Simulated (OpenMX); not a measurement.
Crystal: Rh.

```
Rh
1.0
     0.00000    1.89785    1.89785
     1.89785    0.00000    1.89785
     1.89785    1.89785    0.00000
Rh
1
Direct
  0.00000 0.00000 0.00000
```

Base run:

* Program: OpenMX 3.8.5
* Functional: LDA
* Potentials or basis: OpenMX 2013 LDA set, Rh7.0-s3p2d2f1, grid cutoff 400 Ry
* k mesh: 13 × 13 × 13
* Occupations: fermi-dirac, width 0.05 eV
* Spin: no spin polarisation

Its results: pressure -7.5 GPa.

**Question.** The run is repeated on the same cell with these changes: potentials or basis from OpenMX 2013 LDA set, Rh7.0-s3p2d2f1, grid cutoff 400 Ry to OpenMX 2013 LDA set, Rh7.0-s3p2d2, grid cutoff 400 Ry. What comes out?

**Answer.** Pressure -2.3 GPa.

Caveats: the basis of atomic orbitals isn't converged, which shifts pressures, moduli and gaps.

Not every run made on this cell is shown here.
